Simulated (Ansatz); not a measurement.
The system is Ga2O3.

```
Ga O
1.0
     6.10700   -1.51855    0.00000
     6.10700    1.51855    0.00000
    -1.38599    0.00000    5.63001
Ga O
4 6
Direct
  0.34134 0.34134 0.68598
  0.65866 0.65866 0.31402
  0.90950 0.90950 0.20540
  0.09050 0.09050 0.79460
  0.50410 0.50410 0.74340
  0.49590 0.49590 0.25660
  0.82670 0.82670 0.43680
  0.17330 0.17330 0.56320
  0.83550 0.83550 0.89020
  0.16450 0.16450 0.10980
```

```yaml
Program: Ansatz 0.2.0
Task: relaxation of cell and atoms
Functional: PBE
Potentials_or_basis: Ansatz PAW
Cutoff: "420 eV (not typed: the program's choice for these potentials)"
k_mesh: 9 × 9 × 5
Occupations: fermi-dirac, width 0.05 eV
Spin: no spin polarisation
```

At the start: volume 10.44 Å³/atom.

**Question.** How do energy, volume and symmetry change on relaxing?

**Answer.** It ends after 9 steps and the volume is 10.96 Å³/atom (+5.0 %); space group C2/m (No. 12, to 0.05 Å).

The path:
```
step  energy change (eV)  largest force (eV/Å)  volume (Å³)
   1              0.0000                0.2189       104.42
   2             -0.1015                0.1307       107.40
   3             -0.1165                0.0267       109.26
   4             -0.1163                0.0124       109.38
   5             -0.1165                0.0170       109.35
   6             -0.1165                0.0022       109.35
   7             -0.1460                0.0039       109.35
   8             -0.1452                0.0022       109.63
   9             -0.1464                0.0023       109.63
```

Final structure:
```yaml
crystal:
  lattice:
    - [6.22606, -1.54179, 0.01117]
    - [6.22606, 1.54179, 0.01117]
    - [-1.40271, 0.00000, 5.70755]
  atoms:
    - { symbol: Ga, position: [0.34149, 0.34149, 0.68589] }
    - { symbol: Ga, position: [0.65851, 0.65851, 0.31411] }
    - { symbol: Ga, position: [0.91006, 0.91006, 0.20528] }
    - { symbol: Ga, position: [0.08994, 0.08994, 0.79472] }
    - { symbol: O, position: [0.50399, 0.50399, 0.74336] }
    - { symbol: O, position: [0.49601, 0.49601, 0.25664] }
    - { symbol: O, position: [0.82631, 0.82631, 0.43570] }
    - { symbol: O, position: [0.17369, 0.17369, 0.56430] }
    - { symbol: O, position: [0.83646, 0.83646, 0.89083] }
    - { symbol: O, position: [0.16354, 0.16354, 0.10917] }
```

Caveat: the plane-wave basis is chosen anew once the cell has moved, so the energies of steps on either side of that aren't comparable; the pressure holds a Pulay correction of +0.7 GPa for the finite cutoff.
